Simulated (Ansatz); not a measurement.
# AlCo (Pm-3m) in Ansatz: notebook

One crystal, AlCo, is run at these levels: BLYP+D4, PBE; tasks: relaxation of cell and atoms, single point.

Program: Ansatz 0.2.0. These are calculated values, not measurements. Logs are shortened: lines on timing, memory, paths and dates and some standing lists are left out, and cuts for length are marked.

### Step 1. The crystal as given

Symmetry: Pm-3m, No. 221, cubic system. The conventional cell has a = 2.819 Å, b = 2.819 Å, c = 2.819 Å, α = 90.00°, β = 90.00°, γ = 90.00°. Co (site symmetry m-3m) is surrounded by 8 Al at 2.44 Å. Al (site symmetry m-3m) has 8 Co at 2.44 Å as nearest neighbours.

The cell is a database's computed one.

### Step 2. Relaxation of cell and atoms, BLYP+D4, collinear spin, ferromagnetic start

The input, input.yaml:

```yaml
crystal:
  lattice:
    - [2.81940321, 0.0, 0.0]
    - [0.0, 2.81940321, 0.0]
    - [0.0, 0.0, 2.81940321]
  atoms:
    - { symbol: Co, position: [0.5, 0.5, 0.5], spin: 2.0 }
    - { symbol: Al, position: [0.0, 0.0, 0.0] }
hamiltonian:
  xc: blyp
  pseudopotentials: { kind: paw }
  dispersion: d4
magnetization:
  spin_polarized: true
kpoints:
  mp_grid: { grid: [9, 9, 9] }
scf:
  occupations: { method: fermi_dirac, width: 0.05 }
output:
  forces: true
  stress: true
  eigenvalues: true
relax:
  f_tol: 0.01
  max_steps: 40
  cell: { stress_tol: 0.05 }
```

Potentials or basis: Ansatz PAW.

Command:

```sh
ansatz run input.yaml --threads 2 --pin off --max-ram 5632MiB --backend cpu --events-out ev --progress --plain --runs-dir out
```

Standard output:

```text
Warning: RAYON_NUM_THREADS=2 ignored (pool sized by the plan → 2); use --threads N
Engine: ansatz 0.2.0, x86_64-unknown-linux-gnu
Pseudopotentials: kind: paw
Pseudopotential: Co, paw, valence charge 17, recommended cutoff 420 eV (normal), Co.paw.azcp
Pseudopotential: Al, paw, valence charge 3, recommended cutoff 420 eV (normal), Al.paw.azcp
Functional definition: BLYP
  parameter beta = 0.0042
  parameter a = 0.04918
  parameter b = 0.132
  parameter c = 0.2533
  parameter d = 0.349
  exchange = b88_x(beta = beta)
  correlation = lyp_c(a = a, b = b, c = c, d = d)
Crystal: 2 atoms, lattice volume = 22.412 Å³
Basis set: ecut = 420 eV, 461 PW (Γ), exchange–correlation on 40×40×40 points (8 copies of the dense FFT grid, shifted against one another)
Bands: 15, of which v1, the nominal top of the filled ones, is band 10 counted from 1 (9 counted from 0)
Symmetry: 48 space group operations
Space group: Pm-3m (ITA 221), of the structure as read, at distance tolerance 2.8e-5 Å
Magnetic group: BNS 221.92 (UNI 1594), of the structure as read, at distance tolerance 2.8e-5 Å
k-points: 35 of 729
Non-local potential: Co, projectors of the file, l = 0: 3, l = 1: 2, l = 2: 3, l = 3: 1
Non-local potential: Al, projectors of the file, l = 0: 2, l = 1: 2, l = 2: 1
PAW form: soft (Blöchl's): semilocal exchange-correlation on the pseudo side does not see the compensation charge
PAW frozen core: Co, regenerated for the run's functional, and the local potential with it (the file was generated under x = pbe(κ = 0.804, μ = 0.2195149727645171), c = pbe(β = 0.06672455060314922))
PAW frozen core: Al, regenerated for the run's functional, and the local potential with it (the file was generated under x = pbe(κ = 0.804, μ = 0.2195149727645171), c = pbe(β = 0.06672455060314922))
PAW one-centre angular grid: Co, 590 points (default); XC on 64 Gauss nodes
PAW one-centre angular grid: Al, 110 points (default); XC on 64 Gauss nodes
Initial density: superposition of atomic densities (chi_scale 0.1, normalization cell)
Starting moments: Σ|m| = 2 μB on 1 of 2 sites
Initial wavefunctions: pseudopotential atomic-orbital guess
Functional: x = b88, c = lyp
SCF iter   1: F=—  HF=-5675.804094 eV  |F-HF|=—  |Δ(HF+E_count)|=         —  Δρ=7.07e-2 (↑7.07e-2 ↓2.89e-2)  dr2=9.67e-1  dr2_m=2.15e-1  M=1.311 μB ∫|m|=1.643 μB  β_m=0.30  ethr=3.10e-3  ⟨swp⟩=4.7  Hψ=4820  notcnv=0
Mixer restart at iter 1: flushing history
preconditioner: auto → none  [metal: Δε(μ)=0.007 eV  Ē_g=9.589 eV  σ=0.050 eV  W_gap=0.04  n_scr=6 (ndim 8)  ℏωp=27.2 eV  f_vac=0.000  D(μ)=2.29/eV (n_scr^D=26)  sad-step TF]
SCF iter   2: F=—  HF=-5675.573110 eV  |F-HF|=—  |Δ(HF+E_count)|=   2.31e-1  Δρ=4.43e-2 (↑2.95e-2 ↓4.43e-2)  dr2=1.83e-1  dr2_m=2.50e-1  M=1.174 μB ∫|m|=1.513 μB  β_m=0.36  ethr=3.10e-3  ⟨swp⟩=2.8  Hψ=2199  notcnv=0  defer=40
SCF iter   3: F=—  HF=-5677.124389 eV  |F-HF|=—  |Δ(HF+E_count)|=         —  Δρ=1.98e-1 (↑1.98e-1 ↓1.32e-1)  dr2=7.02e-1  dr2_m=5.51e0  M=0.017 μB ∫|m|=0.134 μB  β_m=1.00  ethr=9.16e-4  ⟨swp⟩=2.2  Hψ=1672  notcnv=0  defer=40
Mixer restart at iter 3: flushing history
SCF iter   4: F=—  HF=-5679.796079 eV  |F-HF|=—  |Δ(HF+E_count)|=    2.67e0  Δρ=2.00e-1 (↑1.88e-1 ↓2.00e-1)  dr2=2.18e1  dr2_m=6.72e-3  M=0.032 μB ∫|m|=0.060 μB  β_m=0.36  ethr=2.50e-4  ⟨swp⟩=3.8  Hψ=3450  notcnv=0  defer=22
SCF iter   5: F=—  HF=-5680.710005 eV  |F-HF|=—  |Δ(HF+E_count)|=   9.14e-1  Δρ=1.76e-1 (↑1.76e-1 ↓1.64e-1)  dr2=1.55e1  dr2_m=8.54e-3  M=0.008 μB ∫|m|=0.039 μB  β_m=0.28  ethr=2.50e-4  ⟨swp⟩=4.2  Hψ=3972  notcnv=0  defer=38
SCF iter   6: F=—  HF=-5677.571339 eV  |F-HF|=—  |Δ(HF+E_count)|=    3.14e0  Δρ=9.58e-3 (↑6.01e-3 ↓9.58e-3)  dr2=3.26e-2  dr2_m=5.41e-3  M=0.014 μB ∫|m|=0.043 μB  β_m=0.64  ethr=2.50e-4  ⟨swp⟩=4.0  Hψ=3519  notcnv=0  defer=28
SCF iter   7: F=—  HF=-5677.654833 eV  |F-HF|=—  |Δ(HF+E_count)|=   8.35e-2  Δρ=1.42e-2 (↑1.02e-2 ↓1.42e-2)  dr2=7.20e-2  dr2_m=8.17e-4  M=0.006 μB ∫|m|=0.018 μB  β_m=0.57  ethr=1.63e-4  ⟨swp⟩=2.0  Hψ=2563  notcnv=0  defer=28
SCF iter   8: F=—  HF=-5677.646820 eV  |F-HF|=—  |Δ(HF+E_count)|=   8.01e-3  Δρ=2.58e-3 (↑9.80e-4 ↓2.58e-3)  dr2=5.69e-4  dr2_m=3.38e-4  M=0.004 μB ∫|m|=0.011 μB  β_m=0.79  ethr=1.63e-4  ⟨swp⟩=2.3  Hψ=2016  notcnv=0  defer=28
[... 36 lines left out ...]
SCF 3 converged in 7 iterations: F = -5677.647273 eV  dr2 = 3.68e-10
relax step   3: F+E_penalty+E_count = -5677.64727322 eV  Δ(F+E_penalty+E_count) = -1.066e-4 eV  max|allowed force component| = 2.018e-29 eV/Å  Δτ_max = 0.0000 Å  P = +0.001 GPa  Ω = 22.305 Å³  energy of the carried Pulay correction = +9.705e-5 eV  (7 SCF iters, dr2 threshold 2.00e-7 eV, accepted)
Initial wavefunctions: pseudopotential atomic-orbital guess (no wavefunctions were taken with the density)
iter 1 solved again at ethr=6.48e-9 eV; its pass at ethr=3.10e-3 eV (dr2=1.30e-6 eV) is discarded
SCF iter   1: F=—  HF=-5677.647181 eV  |F-HF|=—  |Δ(HF+E_count)|=         —  Δρ=2.06e-5 (↑2.06e-5 ↓1.98e-5)  dr2=1.66e-7  dr2_m=3.59e-11  M=-0.000 μB ∫|m|=0.000 μB  β_m=0.65  ethr=6.48e-9  ⟨swp⟩=3.8  Hψ=8294  notcnv=0
preconditioner: auto → none  [insulator: Δε(μ)=0.174 eV  Ē_g=9.794 eV  σ=0.050 eV  W_gap=0.66  n_scr=6 (ndim 8)  ℏωp=27.2 eV  f_vac=0.000  D(μ)=0.46/eV (n_scr^D=0)  ε∞_Penn≈8.7]
SCF iter   2: F=—  HF=-5677.647181 eV  |F-HF|=—  |Δ(HF+E_count)|=   2.94e-8  Δρ=1.41e-5 (↑1.36e-5 ↓1.41e-5)  dr2=1.12e-7  dr2_m=1.49e-11  M=-0.000 μB ∫|m|=0.000 μB  β_m=0.39  ethr=8.28e-10  ⟨swp⟩=2.0  Hψ=1718  notcnv=0
SCF iter   3: F=—  HF=-5677.647181 eV  |F-HF|=—  |Δ(HF+E_count)|=   1.08e-9  Δρ=6.65e-6 (↑6.65e-6 ↓6.21e-6)  dr2=1.34e-8  dr2_m=1.18e-11  M=-0.000 μB ∫|m|=0.000 μB  β_m=0.41  ethr=5.62e-10  ⟨swp⟩=2.8  Hψ=1795  notcnv=0
SCF iter   4: F=—  HF=-5677.647181 eV  |F-HF|=—  |Δ(HF+E_count)|=   4.95e-9  Δρ=1.41e-6 (↑1.41e-6 ↓1.25e-6)  dr2=4.07e-10  dr2_m=5.05e-12  M=-0.000 μB ∫|m|=0.000 μB  β_m=0.71  ethr=6.70e-11  ⟨swp⟩=1.0  Hψ=1050  notcnv=0
SCF iter   5: F=—  HF=-5677.647181 eV  |F-HF|=—  |Δ(HF+E_count)|=   1.01e-8  Δρ=9.69e-7 (↑8.55e-7 ↓9.69e-7)  dr2=6.66e-10  dr2_m=7.20e-13  M=-0.000 μB ∫|m|=0.000 μB  β_m=0.85  ethr=2.03e-12  ⟨swp⟩=2.6  Hψ=1743  notcnv=0
SCF iter   6: F=—  HF=-5677.647181 eV  |F-HF|=—  |Δ(HF+E_count)|=   2.89e-9  Δρ=3.14e-7 (↑2.98e-7 ↓3.14e-7)  dr2=7.60e-11  dr2_m=1.50e-14  M=-0.000 μB ∫|m|=0.000 μB  β_m=0.90  ethr=2.03e-12  ⟨swp⟩=2.0  Hψ=1772  notcnv=0
SCF iter   7: F=—  HF=-5677.647181 eV  |F-HF|=—  |Δ(HF+E_count)|=  2.22e-10  Δρ=1.10e-8 (↑1.10e-8 ↓5.54e-9)  dr2=3.81e-14  dr2_m=3.18e-15  M=0.000 μB ∫|m|=0.000 μB  β_m=0.95  ethr=1.00e-12  ⟨swp⟩=2.0  Hψ=1486  notcnv=0
SCF iter   8: F=-5677.647181 eV  HF=-5677.647181 eV  |F-HF|=9.09e-13  |Δ(HF+E_count)|=  9.09e-13  Δρ=1.16e-8 (↑9.78e-9 ↓1.16e-8)  dr2=2.56e-14  dr2_m=2.37e-16  M=0.000 μB ∫|m|=0.000 μB  ethr=1.00e-12  ⟨swp⟩=3.0  Hψ=3555  notcnv=0
the starting moments were not kept: the SCF closed with an absolute magnetisation of 2.0e-8 μB, where they sum to 2 μB in size (1 site). That is at most 0.1 of that sum. Measured as dr2_m measures the in/out step, that magnetisation stands 6.5e-16 eV from none, at or under the dr2_threshold of 2.0e-11 eV: it is no larger than a step whose dr2_m would equal this threshold.
SCF 4 converged in 8 iterations: F = -5677.647181 eV  dr2 = 2.56e-14
relax step   4: F+E_penalty+E_count = -5677.64718088 eV  Δ(F+E_penalty+E_count) = +9.234e-5 eV  max|allowed force component| = 7.420e-30 eV/Å  Δτ_max = 0.0000 Å  P = -0.008 GPa  Ω = 22.305 Å³  stress off target by 7.98e-3 GPa  SCF on the basis re-selected at this cell (its energy is not comparable with the rows above)  (8 SCF iters)
basis re-selected at this cell: Δ(F+E_penalty+E_count) = +9.234e-5 eV, ΔP = -0.009 GPa vs the last step (what re-selecting the basis moved, of the pressure what is left beyond the Pulay correction that the steps carried, after the strain that the cell walked since its last selection, with what the two solves' SCF thresholds leave and, on support functions, any second-order correction that the steps lacked; it is no measure of the basis error at this ecutwfc). This SCF's stress stands 7.98e-3 GPa from its target on what of the cell is left free (relax.cell.stress_tol is 5.00e-2 GPa) and its largest allowed force component is 7.42e-30 eV/Å (relax.f_tol is 1.00e-2 eV/Å): within both
SCF converged after 8 iterations
Magnetization: 0.0000 μB (10.0000 up, 10.0000 down)
Absolute magnetization: 0.0000 μB (∫|ρ↑−ρ↓|, with the PAW one-centre terms)
Spin contamination: 0.0000 ħ² per cell (⟨S²⟩ above its minimum at these occupations)
Per-site moments (μB) at R_I (Å): [(1.40821904983278e-8, 1.0055930072528039), (-1.5897940151723935e-9, 1.0055930072528039)]
Free energy (F): -5677.647181 eV
Harris-Foulkes:  -5677.647181 eV  (|F-HF|=9.09e-13)
Internal energy: -5677.642888 eV  (E = F + TS)
E sigma→0 (E₀):  -5677.645034 eV
Entropy (-TS):   -0.004293 eV (-2.146 meV/atom)
Fermi energy:    15.647092 eV
--- Per-component energies (eV) ---
  E_band       = -261.840298
  E_kinetic    = 485.939772
  E_local      = -3631.465129  (includes V_loc(G=0)·N_el)
  E_nonlocal   = 466.327666
  E_hartree    = 1574.781190
  E_xc         = -198.593269
  E_vxc        = -233.565634  (∫ρ·V_xc dr)
  E_paw        = -2001.082674  (= ΣΔE_a)
  E_vpaw       = -498.639420  (= ΣTr[D̂ρ^β])
  E_aug_tail   = 0.000079  (compensation charges beyond the density's cutoff)
  E_ewald      = -2371.811001
  E_disp       = -1.758678  (pairwise vdW)
  E_core_change = 0.019158  (= ΣΔE_core)
  E_smearing   = -0.004293  (= −TS)
  E_closure    = 0.000000  (closes the sum)
  Σ components = -5677.647181   (vs F -5677.647181, Δ=0.00e0)
--- Forces (eV/Å), atoms counted from 1 ---
  atom   1  Co    -0.00000000     0.00000000     0.00000000
  atom   2  Al    -0.00000000     0.00000000    -0.00000000
  max |Σ_I F_I| component: 1.46e-29 eV/Å
--- Stress (GPa, compression-positive) ---
       -0.007978       0.000000      -0.000000
        0.000000      -0.007978       0.000000
       -0.000000       0.000000      -0.007978
  P = ⅓ Tr σ = -0.0080 GPa (-0.080 kbar)
--- Band table (eV; the first three rows and the last of 70) ---
  k-point 0 ↑: bands = ["-78.9624", "-42.3550", "-42.3550", "-42.3550", "4.3499", "12.5216", "12.5216", "14.6919", "14.6919", "14.6919", "21.7569", "21.7569", "21.7569", "24.6323", "24.6323"]
  k-point 1 ↑: bands = ["-78.9619", "-42.3609", "-42.3545", "-42.3545", "4.5902", "12.4965", "12.5882", "14.5646", "14.5646", "14.7059", "19.9830", "22.0859", "22.0859", "24.5887", "26.2135"]
  k-point 2 ↑: bands = ["-78.9608", "-42.3757", "-42.3534", "-42.3534", "5.3003", "12.2483", "12.7626", "14.2708", "14.2708", "14.7416", "17.7049", "22.9887", "22.9887", "24.4656", "27.9645"]
  k-point 34 ↓: bands = ["-78.9516", "-42.3940", "-42.3940", "-42.3940", "11.3290", "11.5841", "11.5841", "15.2336", "15.2336", "16.9188", "18.1519", "18.1519", "19.9628", "21.5699", "21.5699"]
--- Relaxed structure (3 steps of the walk, 3 accepted, 1 SCFs on fresh bases) ---
  F+E_penalty+E_count = -5677.64718088 eV   max|allowed force component| = 7.420e-30 eV/Å   (the final SCF, on the basis selected at the relaxed cell)
  cell:  # Å, volume = 22.3050 Å³
    - [2.8149303924005413, 3.209883240645393e-35, 6.419766481290786e-35]
    - [1.6049416203226965e-35, 2.8149303924005413, 0.0]
    - [6.419766481290786e-35, 0.0, 2.8149303924005413]
  atoms:
    - { symbol: Co, position: [0.5, 0.5, 0.5] }
    - { symbol: Al, position: [1.280809581516916e-35, -3.1063720758231338e-47, 7.115608786389171e-37] }
```

Run time: 7.4 s. Hardware: 2 threads of Intel Xeon at 2.70GHz, shared host; peak memory 0.34 GiB.

What came out:

* Free energy: -5677.6472 eV
* Relaxed volume: 11.15 Å³/atom
* Relaxed cell: a = 2.815 Å, b = 2.815 Å, c = 2.815 Å, α = 90.00°, β = 90.00°, γ = 90.00°
* Space group after relaxing (to 0.05 Å): Pm-3m (No. 221)
* Energy gained by relaxing: 0.2 meV/atom
* Ionic steps: 4
* Pressure after relaxing: 0.0 GPa
* Band gap on the k mesh: none (metal or under the smearing width)
* Net moment: 0.00 μB per cell
* Absolute moment: 0.00 μB per cell

The path:
```
step  energy change (eV)  largest force (eV/Å)  volume (Å³)
   1              0.0000                0.0000        22.41
   2             -0.0003                0.0000        22.35
   3             -0.0004                0.0000        22.31
   4             -0.0003                0.0000        22.31
```

Final structure:
```yaml
crystal:
  lattice:
    - [2.81493, 0.00000, 0.00000]
    - [0.00000, 2.81493, 0.00000]
    - [0.00000, 0.00000, 2.81493]
  atoms:
    - { symbol: Co, position: [0.50000, 0.50000, 0.50000] }
    - { symbol: Al, position: [0.00000, 0.00000, 0.00000] }
```

Levels at points of the mesh, in eV from the Fermi level:
Spin up:
```tsv
k point	band 8	band 9	band 10	band 11	band 12	band 13
(0.00, 0.00, 0.00)	-0.96	-0.96	-0.96	6.11	6.11	6.11
```
Spin down:
```
           k point  band 7  band 8  band 9  band 10  band 11  band 12  band 13  band 14
(0.00, 0.00, 0.00)   -3.13   -0.96   -0.96    -0.96     6.11     6.11     6.11     8.99
```

Caveat: the starting moments collapsed, and a magnetic state may lie lower; the plane-wave basis is chosen anew once the cell has moved, so the energies of steps on either side of that aren't comparable; pairwise dispersion overbinds metals, which lowers pressure and volume; the PAW data sets come from PBE, with cores solved anew for the run's functional, which leaves a small shift of forces and pressure; the starting moments weren't kept.

### Step 3. Single point, PBE, collinear spin, ferromagnetic start

The input, input.yaml:

```yaml
crystal:
  lattice:
    - [2.81940321, 0.0, 0.0]
    - [0.0, 2.81940321, 0.0]
    - [0.0, 0.0, 2.81940321]
  atoms:
    - { symbol: Co, position: [0.5, 0.5, 0.5], spin: 2.0 }
    - { symbol: Al, position: [0.0, 0.0, 0.0] }
hamiltonian:
  xc: pbe
  pseudopotentials: { kind: paw }
magnetization:
  spin_polarized: true
kpoints:
  mp_grid: { grid: [9, 9, 9] }
scf:
  occupations: { method: gaussian, width: 0.027 }
output:
  forces: true
  stress: true
  eigenvalues: true
  write_density: true
  write_potential: true
  elf: true
  volumetric_format: npy
```

Potentials or basis: Ansatz PAW.

Command:

```sh
ansatz run input.yaml --threads 2 --pin off --max-ram 5632MiB --backend cpu --events-out ev --progress --plain --runs-dir out
```

Run time: 2.5 s. Hardware: 2 threads of Intel Xeon at 2.70GHz, shared host; peak memory 0.33 GiB.

It converged, with:

* Free energy: -5664.8268 eV
* Pressure: 6.6 GPa
* Band gap on the k mesh: none (metal or under the smearing width)
* Net moment: 0.00 μB per cell
* Absolute moment: 0.00 μB per cell

Levels at points of the mesh, in eV from the Fermi level:
Spin up:
| k point | band 8 | band 9 | band 10 | band 11 | band 12 | band 13 |
| --- | --- | --- | --- | --- | --- | --- |
| (0.00, 0.00, 0.00) | -0.85 | -0.85 | -0.85 | 6.13 | 6.13 | 6.13 |
Spin down:
```csv
k point,band 7,band 8,band 9,band 10,band 11,band 12,band 13,band 14
"(0.00, 0.00, 0.00)",-3.09,-0.85,-0.85,-0.85,6.13,6.13,6.13,8.85
```

Caveat: the starting moments collapsed, and a magnetic state may lie lower; the starting moments weren't kept.

### Step 4. Single point, PBE, collinear spin, ferromagnetic start

Changes to input.yaml since step 3:

```diff
@@ -16,3 +16,3 @@
 scf:
-  occupations: { method: gaussian, width: 0.027 }
+  occupations: { method: gaussian, width: 0.028 }
 output:
@@ -21,5 +21 @@
   eigenvalues: true
-  write_density: true
-  write_potential: true
-  elf: true
-  volumetric_format: npy
```

Command:

```sh
ansatz run input.yaml --threads 2 --pin off --max-ram 5632MiB --backend cpu --events-out ev --progress --plain --runs-dir out
```

It took 2.3 s on 2 threads of Intel Xeon at 2.70GHz, shared host; peak memory 0.32 GiB.

The run converged. Its results:

```yaml
Free_energy: -5664.8268 eV
Pressure: 6.6 GPa
Band_gap_on_the_k_mesh: none (metal or under the smearing width)
Net_moment: 0.00 μB per cell
Absolute_moment: 0.00 μB per cell
```

Levels at points of the mesh, in eV from the Fermi level:
Spin up:
| k point | band 6 | band 7 | band 8 | band 9 | band 10 | band 11 | band 12 | band 13 | band 14 | band 15 |
| --- | --- | --- | --- | --- | --- | --- | --- | --- | --- | --- |
| (0.00, 0.00, 0.00) | -3.09 | -3.09 | -0.85 | -0.85 | -0.85 | 6.13 | 6.13 | 6.13 | 8.85 | 8.85 |
Spin down:
```
           k point  band 6  band 7  band 8  band 9  band 10  band 11  band 12  band 13  band 14  band 15
(0.00, 0.00, 0.00)   -3.09   -3.09   -0.85   -0.85    -0.85     6.13     6.13     6.13     8.85     8.85
```

Caveat: the starting moments collapsed, and a magnetic state may lie lower; the starting moments weren't kept.
